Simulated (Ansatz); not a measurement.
# Density of states of ZnAu

```
CELL_PARAMETERS angstrom
3.15005 0.00000 0.00000
0.00000 3.15005 0.00000
0.00000 0.00000 3.15005
ATOMIC_POSITIONS crystal
Zn 0.50000 0.50000 0.50000
Au 0.00000 0.00000 0.00000
```

The cell is the one relaxed in the Materials Project (mp-1684), not relaxed further here; entries there can be hypothetical.

No spin–orbit coupling, which matters for the heavy atoms here.

All numbers below come from DFT, PBEsol, all-electron LAPW, scalar-relativistic in Ansatz 0.2.0.

Numerical set-up: a Γ-centred 13×13×13 k mesh, Fermi–Dirac smearing of 0.05 eV, basis error target 1 meV/atom, no spin polarisation.

States per eV and cell, averaged over 0.6 eV, from -10.6 to 5.4 eV, with energies (bin centres) from the Fermi level; empty bins are left out. The partial columns, the largest 4 alone, are projections on Löwdin-orthogonalised atomic shells (those that the program's projection atoms carry: the occupied ones and, for some elements, an empty d or f shell; other empty shells have no column), summed over atoms of an element. Weights on diffuse s and p shells depend on that basis and aren't pure angular character.

```csv
E (eV),total,Zn 3d,Au 5d,Zn 4s,Au 6s
-10.4,0.07,0.00,0.00,0.03,0.04
-9.8,0.17,0.00,0.00,0.07,0.09
-9.2,0.27,0.01,0.01,0.11,0.13
-8.6,0.53,0.11,0.04,0.16,0.21
-8.0,6.63,5.13,0.87,0.27,0.33
-7.4,10.13,9.32,0.57,0.13,0.08
-6.8,1.15,0.48,0.30,0.20,0.16
-6.2,1.44,0.41,0.78,0.18,0.05
-5.6,3.77,0.46,2.92,0.12,0.20
-5.0,3.42,0.26,2.99,0.04,0.06
-4.4,3.80,0.20,3.41,0.07,0.06
-3.8,3.47,0.18,3.05,0.09,0.09
-3.2,0.84,0.02,0.59,0.09,0.08
-2.6,0.37,0.01,0.14,0.06,0.09
-2.0,0.65,0.01,0.25,0.07,0.21
-1.4,0.66,0.01,0.17,0.10,0.18
-0.8,0.58,0.01,0.11,0.10,0.14
-0.2,0.51,0.01,0.07,0.10,0.11
0.4,0.46,0.00,0.05,0.10,0.09
1.0,0.44,0.00,0.04,0.11,0.09
1.6,0.54,0.01,0.04,0.16,0.15
2.2,0.66,0.01,0.05,0.21,0.17
2.8,0.85,0.00,0.05,0.25,0.13
3.4,0.73,0.00,0.03,0.15,0.08
4.0,0.71,0.00,0.02,0.10,0.06
4.6,0.68,0.00,0.02,0.06,0.04
5.2,0.76,0.00,0.01,0.04,0.04
```

**Question.** Where is the centre of the filled Zn 3d states between -14 eV and the top of the filled states?

**Answer.** -7.38 eV from the Fermi level.
